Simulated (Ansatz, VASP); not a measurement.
## C in VASP and in Ansatz

File INCAR:

```
  PREC = Accurate
  ENCUT = 520
  EDIFF = 1E-7
  ISMEAR = 0
  SIGMA = 0.05
  LREAL = False
  LASPH = True
  NELM = 80
  ALGO = Normal
  ISIF = 2
  LWAVE = False
  LCHARG = True
  LELF = True
  LVHAR = True
  NBANDS = 11
```

File KPOINTS:

```
Automatic mesh
0
Gamma
  12 12 12
```

Contents of POSCAR:

```
C
1.0
    0.0000000000      1.7629225063      1.9415065562
    1.7629225063      0.0000000000      1.9415065562
    1.7629225063      1.7629225063      0.0000000000
C
2
Direct
    0.5000000000      0.5000000000      0.5000000000
    0.7500000000      0.7500000000      0.7500000000
```

Input for Ansatz:

```yaml
crystal:
  lattice:
    - [0.0, 1.7629225063, 1.9415065562]
    - [1.7629225063, 0.0, 1.9415065562]
    - [1.7629225063, 1.7629225063, 0.0]
  atoms:
    - { symbol: C, position: [0.5, 0.5, 0.5] }
    - { symbol: C, position: [0.75, 0.75, 0.75] }
basis:
  ecutwfc: 520.0
kpoints:
  mp_grid: { grid: [12, 12, 12] }
hamiltonian:
  xc: lda
  pseudopotentials: { kind: paw, azcp: { folder: soft_1 } }
scf:
  occupations: { method: gaussian, width: 0.05 }
output:
  forces: true
  stress: true
  eigenvalues: true
```

Alike in both runs: task single point; functional LDA; k mesh 12 × 12 × 12; occupations gaussian, width 0.05 eV; no spin polarisation.

|  | VASP | Ansatz |
| --- | --- | --- |
| version | VASP 6.6.1 | Ansatz 0.2.0 |
| potentials or method | VASP PAW LDA potentials, release 64 (C) | scalar-relativistic, plane waves, PAW |
| plane-wave cutoff (eV) | 520 | 520 |
| valence electrons in the cell | 8 | 8 |

|  | VASP | Ansatz | Ansatz less VASP |
| --- | --- | --- | --- |
| gap on the k mesh at the Fermi level (eV) | 2.82 | 2.83 | +0.007 |
| least direct gap on the mesh (eV) | 4.56 | 4.56 | -0.001 |

Ansatz warned: «pseudo_functional_mismatch».
